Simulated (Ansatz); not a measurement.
Runs of Ansatz 0.2.0 on MgS. It takes space group P6_3mc (No. 186, hexagonal). The conventional cell has a = 4.035 Å, b = 4.035 Å, c = 6.432 Å, α = 90.00°, β = 90.00°, γ = 120.00°. S (site symmetry 3m) is surrounded by 4 Mg at 2.45 to 2.47 Å. Mg (site symmetry 3m) is surrounded by 4 S at 2.45 to 2.47 Å. The cell comes from a database or a generator and needn't be the stable form of this composition.

```tsv
task	level	cell	k mesh	cutoff (eV)	screening (1/Å)	share of exact exchange	points for each segment of the path	mesh quality	gap on the mesh (eV)	pressure (GPa)	largest force (eV/Å)
single point	HSE06 form with a typed share of exact exchange	as given	4 × 4 × 2	420	0.15	0.25	-	coarse	4.66	-	0.05
single point	HSE06 form with a typed share of exact exchange	as given	4 × 4 × 2	420	0.4	0.25	-	coarse	4.12	-	0.05
single point	HSE06 form with a typed share of exact exchange	as given	4 × 4 × 2	420	0.1	0.25	-	coarse	4.83	-	0.05
band structure	r2SCAN	as given	8 × 8 × 4	500	-	-	14	not flagged	4.12	0.0	0.05
relaxation of cell and atoms	PBEsol+D3(BJ)+ATM	relaxed	8 × 8 × 4	420	-	-	-	not flagged	(b)	0.0	-
band structure	LDA	as given	8 × 8 × 4	420	-	-	14	not flagged	3.15	-2.1	0.05
single point	HSE06 form with a typed share of exact exchange	as given	4 × 4 × 2	420	0.3	0.25	-	coarse	(a)	-	0.05
```

Alike in all rows: potentials or basis Ansatz PAW; no spin polarisation; smearing fermi-dirac 0.05 eV.

Task: Fill in the values left out.

Result: (a) 4.29; (b) 3.42.

Caveats: some runs use coarse meshes; the PAW data sets come from PBE, with cores solved anew for the run's functional, which leaves a small shift of forces and pressure; the plane-wave basis is chosen anew once the cell has moved, so the energies of steps on either side of that aren't comparable (some runs).

A k mesh can miss the band edges.

Not every run made on this cell is shown here.
